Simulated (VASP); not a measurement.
# AlNi (Pm-3m) in VASP: a series of runs

The runs below take AlNi through band structure, with PBE, RPBE, LDA.

Program: VASP 6.6.1. These are calculated values, not measurements. Logs are shortened: lines on timing, memory, paths and dates and some standing lists are left out, and cuts for length are marked.

### Step 1. Starting point

The structure is cubic, space group Pm-3m (No. 221). Conventional cell: a = 2.893 Å, b = 2.893 Å, c = 2.893 Å, α = 90.00°, β = 90.00°, γ = 90.00°. Around Al (site symmetry m-3m) lie 8 Ni at 2.51 Å. Ni (site symmetry m-3m) is surrounded by 8 Al at 2.51 Å.

### Step 2. Band structure, PBE

File INCAR:

```
SYSTEM = AlNi
ALGO = Fast
EDIFF = 1E-6
ENCUT = 520
GGA = PE
ICORELEVEL = 1
ISIF = 2
ISMEAR = 1
LASPH = .TRUE.
LCHARG = .FALSE.
LMAXMIX = 4
LREAL = .FALSE.
LWAVE = .FALSE.
NBANDS = 14
NELM = 80
PREC = Accurate
SIGMA = 0.1
```

File KPOINTS:

```
k-points
0
G
  14 14 14
  0 0 0
```

File POSCAR:

```
AlNi                                    
1.0
    2.8928585332      0.0000000000      0.0000000000
    0.0000000000      2.8928585332      0.0000000000
    0.0000000000      0.0000000000      2.8928585332
  Al              Ni            
     1     1
Direct
     0.0000000000000000    0.0000000000000000    0.0000000000000000
     0.5000000000000000    0.5000000000000000    0.5000000000000000
```

File KPOINTS_OPT:

```
explicit points
64
Reciprocal
 0.0000000000  0.0000000000  0.0000000000 1
 0.0000000000  0.0555555556  0.0000000000 1
 0.0000000000  0.1111111111  0.0000000000 1
 0.0000000000  0.1666666667  0.0000000000 1
 0.0000000000  0.2222222222  0.0000000000 1
 0.0000000000  0.2777777778  0.0000000000 1
 0.0000000000  0.3333333333  0.0000000000 1
 0.0000000000  0.3888888889  0.0000000000 1
 0.0000000000  0.4444444444  0.0000000000 1
 0.0000000000  0.5000000000  0.0000000000 1
 0.0000000000  0.5000000000  0.0000000000 1
 0.0555555556  0.5000000000  0.0000000000 1
 0.1111111111  0.5000000000  0.0000000000 1
 0.1666666667  0.5000000000  0.0000000000 1
 0.2222222222  0.5000000000  0.0000000000 1
 0.2777777778  0.5000000000  0.0000000000 1
 0.3333333333  0.5000000000  0.0000000000 1
 0.3888888889  0.5000000000  0.0000000000 1
 0.4444444444  0.5000000000  0.0000000000 1
 0.5000000000  0.5000000000  0.0000000000 1
 0.5000000000  0.5000000000  0.0000000000 1
 0.4444444444  0.4444444444  0.0000000000 1
 0.3888888889  0.3888888889  0.0000000000 1
 0.3333333333  0.3333333333  0.0000000000 1
 0.2777777778  0.2777777778  0.0000000000 1
 0.2222222222  0.2222222222  0.0000000000 1
 0.1666666667  0.1666666667  0.0000000000 1
 0.1111111111  0.1111111111  0.0000000000 1
 0.0555555556  0.0555555556  0.0000000000 1
 0.0000000000  0.0000000000  0.0000000000 1
 0.0000000000  0.0000000000  0.0000000000 1
 0.0555555556  0.0555555556  0.0555555556 1
 0.1111111111  0.1111111111  0.1111111111 1
 0.1666666667  0.1666666667  0.1666666667 1
 0.2222222222  0.2222222222  0.2222222222 1
 0.2777777778  0.2777777778  0.2777777778 1
 0.3333333333  0.3333333333  0.3333333333 1
 0.3888888889  0.3888888889  0.3888888889 1
 0.4444444444  0.4444444444  0.4444444444 1
 0.5000000000  0.5000000000  0.5000000000 1
 0.5000000000  0.5000000000  0.5000000000 1
 0.4444444444  0.5000000000  0.4444444444 1
 0.3888888889  0.5000000000  0.3888888889 1
 0.3333333333  0.5000000000  0.3333333333 1
 0.2777777778  0.5000000000  0.2777777778 1
 0.2222222222  0.5000000000  0.2222222222 1
 0.1666666667  0.5000000000  0.1666666667 1
 0.1111111111  0.5000000000  0.1111111111 1
 0.0555555556  0.5000000000  0.0555555556 1
 0.0000000000  0.5000000000  0.0000000000 1
 0.5000000000  0.5000000000  0.0000000000 1
 0.5000000000  0.5000000000  0.0555555556 1
 0.5000000000  0.5000000000  0.1111111111 1
 0.5000000000  0.5000000000  0.1666666667 1
 0.5000000000  0.5000000000  0.2222222222 1
 0.5000000000  0.5000000000  0.2777777778 1
 0.5000000000  0.5000000000  0.3333333333 1
 0.5000000000  0.5000000000  0.3888888889 1
 0.5000000000  0.5000000000  0.4444444444 1
 0.5000000000  0.5000000000  0.5000000000 1
 0.0000000000  0.0000000000  0.0000000000 1
 0.5000000000  0.5000000000  0.0000000000 1
 0.5000000000  0.5000000000  0.5000000000 1
 0.0000000000  0.5000000000  0.0000000000 1
```

Potentials or basis: VASP PAW PBE potentials, release 64 (Al, Ni).

Launch:

```
$ cat potpaw_PBE.64/Al/POTCAR potpaw_PBE.64/Ni/POTCAR > POTCAR
$ mpirun -np 1 vasp_std > vasp.out
```

OUTCAR:

```text
SYSTEM = AlNi
   EDIFF = 1E-6
   ENCUT = 520
   GGA = PE
   ISIF = 2
   ISMEAR = 1
   LASPH = .TRUE.
   LREAL = .FALSE.
   NELM = 80
   PREC = Accurate

 ion  position               nearest neighbor table
   1  0.000  0.000  0.000-   2 2.51   2 2.51   2 2.51   2 2.51   2 2.51   2 2.51   2 2.51   2 2.51

   2  0.500  0.500  0.500-   1 2.51   1 2.51   1 2.51   1 2.51   1 2.51   1 2.51   1 2.51   1 2.51

  LATTYP: Found a simple cubic cell.
 ALAT       =     2.8928585332

  Lattice vectors:

 A1 = (   2.8928585332,   0.0000000000,   0.0000000000)
 A2 = (   0.0000000000,   2.8928585332,   0.0000000000)
 A3 = (   0.0000000000,   0.0000000000,   2.8928585332)

Analysis of symmetry for initial positions (statically):
=====================================================================
 Subroutine PRICEL returns:
 Original cell was already a primitive cell.

 Routine SETGRP: Setting up the symmetry group for a
 simple cubic supercell.

 Subroutine GETGRP returns: Found 48 space group operations
 (whereof 48 operations were pure point group operations)
 out of a pool of 48 trial point group operations.

The static configuration has the point symmetry O_h .

Analysis of symmetry for dynamics (positions and initial velocities):
=====================================================================
 Subroutine PRICEL returns:
 Original cell was already a primitive cell.

 Routine SETGRP: Setting up the symmetry group for a
 simple cubic supercell.

 Subroutine GETGRP returns: Found 48 space group operations
 (whereof 48 operations were pure point group operations)
 out of a pool of 48 trial point group operations.

The dynamic configuration has the point symmetry O_h .

 Subroutine INISYM returns: Found 48 space group operations
 (whereof 48 operations are pure point group operations),
 and found     1 'primitive' translations

----------------------------------------------------------------------------------------

                                     Primitive cell

  volume of cell :      24.2093

  direct lattice vectors                    reciprocal lattice vectors
     2.892858533  0.000000000  0.000000000     0.345678846  0.000000000  0.000000000
     0.000000000  2.892858533  0.000000000     0.000000000  0.345678846  0.000000000
     0.000000000  0.000000000  2.892858533     0.000000000  0.000000000  0.345678846

  length of vectors
     2.892858533  2.892858533  2.892858533     0.345678846  0.345678846  0.345678846

  position of ions in fractional coordinates (direct lattice)
     0.000000000  0.000000000  0.000000000
     0.500000000  0.500000000  0.500000000

  ion indices of the primitive-cell ions
   primitive index   ion index
                 1           1
                 2           2

----------------------------------------------------------------------------------------

 KPOINTS: k-points

Automatic generation of k-mesh.
 Grid dimensions read from file:
 generate k-points for:   14   14   14

 Generating k-lattice:

  Cartesian coordinates                     Fractional coordinates (reciprocal lattice)
     0.024691346  0.000000000  0.000000000     0.071428571  0.000000000  0.000000000
     0.000000000  0.024691346  0.000000000     0.000000000  0.071428571  0.000000000
     0.000000000  0.000000000  0.024691346     0.000000000  0.000000000  0.071428571

  Length of vectors
     0.024691346  0.024691346  0.024691346

  Shift w.r.t. Gamma in fractional coordinates (k-lattice)
     0.000000000  0.000000000  0.000000000

 Subroutine IBZKPT returns following result:
 ===========================================

 Found    120 irreducible k-points:

 Following reciprocal coordinates:
            Coordinates               Weight
  0.000000  0.000000  0.000000      1.000000
  0.071429  0.000000  0.000000      6.000000
  0.142857  0.000000  0.000000      6.000000
  0.214286  0.000000  0.000000      6.000000
  0.285714  0.000000  0.000000      6.000000
  0.357143  0.000000  0.000000      6.000000
[... 16 lines left out ...]
  0.285714  0.214286  0.000000     24.000000
  0.357143  0.214286  0.000000     24.000000
 [... further k-points ...]
   k-points           NKPTS =    120   k-points in BZ     NKDIM =    120   number of bands    NBANDS=     14
   number of dos      NEDOS =    301   number of ions     NIONS =      2
   total plane-waves  NPLWV =  13824
   dimension x,y,z NGX =    24 NGY =   24 NGZ =   24
   dimension x,y,z NGXF=    48 NGYF=   48 NGZF=   48
   ions per type =               1   1
   NGX,Y,Z   is equivalent  to a cutoff of  13.79, 13.79, 13.79 a.u.
   NGXF,Y,Z  is equivalent  to a cutoff of  27.58, 27.58, 27.58 a.u.
 SYSTEM =  AlNi
   PREC   = accura    normal or accurate (medium, high low for compatibility)
   ISTART =      0    job   : 0-new  1-cont  2-samecut
   ICHARG =      2    charge: 1-file 2-atom 10-const
   ISPIN  =      1    spin polarized calculation?
   LNONCOLLINEAR =      F non collinear calculations
   LSORBIT =      F    spin-orbit coupling
   LASPH  =      T    aspherical Exc in radial PAW
   ENCUT  =  520.0 eV  38.22 Ry    6.18 a.u.   5.38  5.38  5.38*2*pi/ulx,y,z
   NELM   =     80;   NELMIN=  2; NELMDL= -5     # of ELM steps
   EDIFF  = 0.1E-05   stopping-criterion for ELM
   LREAL  =      F    real-space projection
   EDIFFG = 0.1E-04   stopping-criterion for IOM
   NSW    =      0    number of steps for IOM
   IBRION =     -1    ionic relax: 0-MD 1-quasi-New 2-CG
   NFREE  =      0    steps in history (QN), initial steepest desc. (CG)
   ISIF   =      2    stress and relaxation
   ISYM   =      2    0-nonsym 1-usesym 2-fastsym
   POTIM  = 0.5000    time-step for ionic-motion
   TEBEG  =    0.0;   TEEND  =   0.0 temperature during run
   PSTRESS=    0.0 pullay stress
   NELECT =      13.0000    total number of electrons
   NUPDOWN=      -1.0000    fix difference up-down
   EMIN   =  10.00;   EMAX   =-10.00  energy-range for DOS
   EFERMI =   0.00;   METHOD = LEGACY
   ISMEAR =     1;   SIGMA  =   0.10  broadening in eV -4-tet -1-fermi 0-gaus
   EFERMI_NEDOS =   21; number of points for ismear=-14 and -15
   IALGO  =     68    algorithm
   IMIX   =      4    mixing-type and parameters
     AMIX     =   0.40;   BMIX     =  1.00
     AMIX_MAG =   1.60;   BMIX_MAG =  1.00
  volume/ion in A,a.u.               =      12.10        81.69
  Fermi-wavevector in a.u.,A,eV,Ry     =   1.330645  2.514554 24.090681  1.770615
  Thomas-Fermi vector in A             =   2.459716
   LORBIT       =      0    0 simple, 1 ext, 2 COOP (PROOUT), +10 PAW based schemes
   GGA     = PE    functional components
   LHFCALC =     F    Hartree Fock is set to
   AEXX    =    0.0000 exact exchange contribution
   IVDW    =     0    specifies the selected vdW correction
   LEPSILON=     F    determine dielectric tensor
   LRPA    =     F    only Hartree local field effects (RPA)
 non-spin polarized calculation
 RMM-DIIS sequential band-by-band and
 Methfessel and Paxton  Order N= 1 SIGMA  =   0.10
  energy-cutoff  :      520.00
  volume of cell :       24.21
 maximum number of plane-waves:       672
 NGX is ok and might be reduce to    24
   NGX = 11   NGY = 11   NGZ = 11

 number of electron      13.0000013 magnetization

 Free energy of the ion-electron system (eV)
  ---------------------------------------------------
  ext. energy  EPLUGINS =         0.00000000
  ---------------------------------------------------
  free energy    TOTEN  =       -10.53697198 eV

  energy without entropy =      -10.53671520  energy(sigma->0) =      -10.53688638

 the core state eigenenergies are
   1-  1s  -1495.7083  2s    -93.0498  2p    -54.5015
   2-  1s  -8194.5380  2s   -964.5264  2p   -827.3996  3s    -93.4735  3p    -53.8761

 E-fermi :   9.8270     XC(G=0): -11.9891

 val. band max:        9.8245917864   @ k =   0.3571   0.1429   0.1429
 cond. band min:       9.8695078853   @ k =   0.3571   0.2857   0.0714
 fundamental gap:      0.0449160990
 Fermi energy:         9.8269732646

 k-point     1 :       0.0000    0.0000    0.0000
  band No.  band energies     occupation
      1      -1.1841      2.00000
      2       6.6986      2.00000
      3       6.6986      2.00000
      4       8.3502      2.00000
      5       8.3502      2.00000
      6       8.3502      2.00000
      7      15.3116      0.00000
      8      15.3116      0.00000
      9      15.3116      0.00000
     10      17.9494      0.00000
     11      17.9494      0.00000
     12      23.3863      0.00000
     13      30.6477      0.00000
     14      30.6477      0.00000

 k-point     2 :       0.0714    0.0000    0.0000
  band No.  band energies     occupation
      1      -1.0909      2.00000
      2       6.6913      2.00000
      3       6.7203      2.00000
      4       8.3100      2.00000
      5       8.3100      2.00000
      6       8.3545      2.00000
      7      14.3427      0.00000
      8      15.4347      0.00000
      9      15.4347      0.00000
     10      17.9559      0.00000
     11      18.8198      0.00000
     12      23.7185      0.00000
     13      29.5807      0.00000
     14      29.5817      0.00000
[... 343 lines left out ...]
      1       1.0649      2.00000
      2       6.3550      2.00000
      3       6.8971      2.00000
      4       7.6326      2.00000
      5       7.9499      2.00000
      6       8.1441      2.00000
      7      10.5496     -0.00000
      8      12.9270      0.00000
      9      18.0643      0.00000
     10      18.7110      0.00000
     11      21.3189      0.00000
     12      25.0353      0.00000
     13      25.6050      0.00000
     14      27.1183      0.00000

 k-point    24 :       0.3571    0.2143    0.0000
  band No.  band energies     occupation
      1       1.8273      2.00000
      2       5.6782      2.00000
      3       7.0651      2.00000
      4       7.5882      2.00000
      5       7.8320      2.00000
      6       8.1638      2.00000
      7       9.7564      1.92376
      8      13.5573      0.00000
      9      17.6380      0.00000
     10      18.9210      0.00000
     11      21.3095      0.00000
     12      23.5861      0.00000
     13      25.8337      0.00000
     14      27.3096      0.00000

 [... further k-points ...]
[... 5 lines left out ...]
  --------------------------------------------------------------------------------------
  -------------------------------------------------------------------------------------
  Total       -0.0212333     -0.0212333     -0.0212333      0.0000000     -0.0000000      0.0000000
  in kB       -1.4052246     -1.4052246     -1.4052246      0.0000000     -0.0000000      0.0000000
  external PRESSURE =      -1.4052246 kB  Pullay stress =       0.0000000 kB

 VOLUME and BASIS-vectors are now :
 -----------------------------------------------------------------------------
  energy-cutoff  :      520.00
  volume of cell :       24.21
      direct lattice vectors                 reciprocal lattice vectors
     2.892858533  0.000000000  0.000000000     0.345678846  0.000000000  0.000000000
     0.000000000  2.892858533  0.000000000     0.000000000  0.345678846  0.000000000
     0.000000000  0.000000000  2.892858533     0.000000000  0.000000000  0.345678846

 POSITION                                       TOTAL-FORCE (eV/Angst)
 -----------------------------------------------------------------------------------
      0.00000      0.00000      0.00000         0.000000      0.000000      0.000000
      1.44643      1.44643      1.44643         0.000000      0.000000      0.000000
 -----------------------------------------------------------------------------------
    total drift:                                0.000000      0.000000     -0.000000

  FREE ENERGIE OF THE ION-ELECTRON SYSTEM (eV)
  ---------------------------------------------------
  free  energy   TOTEN  =       -10.5369719751 eV

  energy  without entropy=      -10.5367151982  energy(sigma->0) =      -10.53688638
```

It took 16 s on 1 thread of Intel Xeon 6975P-C (Granite Rapids), shared host; peak memory 0.19 GiB.

Results:

- Free energy: -10.5370 eV
- Pressure: -0.1 GPa
- Band gap along the path: none (metal or under the smearing width)

Levels at the corners of the path, in eV from the Fermi level:
```tsv
point	band 3	band 4	band 5	band 6	band 7	band 8	band 9	band 10	band 11	band 12
Γ	-3.13	-1.48	-1.48	-1.48	5.48	5.48	5.48	8.12	8.12	13.56
X	-2.66	-2.17	-2.17	-1.39	-0.60	8.30	10.00	10.00	10.80	10.80
X	-2.66	-2.17	-2.17	-1.39	-0.60	8.30	10.00	10.00	10.80	10.80
M	-2.81	-2.81	-2.00	-2.00	-0.96	1.50	2.45	12.17	15.07	15.07
M	-2.81	-2.81	-2.00	-2.00	-0.96	1.50	2.45	12.17	15.07	15.07
Γ	-3.13	-1.48	-1.48	-1.48	5.48	5.48	5.48	8.12	8.12	13.56
Γ	-3.13	-1.48	-1.48	-1.48	5.48	5.48	5.48	8.12	8.12	13.56
R	-4.00	-0.93	-0.93	2.05	2.05	2.05	3.62	4.43	4.43	4.43
R	-4.00	-0.93	-0.93	2.05	2.05	2.05	3.62	4.43	4.43	4.43
X	-2.66	-2.17	-2.17	-1.39	-0.60	8.30	10.00	10.00	10.80	10.80
M	-2.81	-2.81	-2.00	-2.00	-0.96	1.50	2.45	12.17	15.07	15.07
R	-4.00	-0.93	-0.93	2.05	2.05	2.05	3.62	4.43	4.43	4.43
```

Core levels (eV, on the scale of the bands):
```tsv
atom	levels
1 Al	1s -1495.7, 2s -93.0, 2p -54.5
2 Ni	1s -8194.5, 2s -964.5, 2p -827.4, 3s -93.5, 3p -53.9
```

Spin polarisation is off, so any magnetic state and its effect on volume and gap are missing.

(Continued in part 2 of 2.)
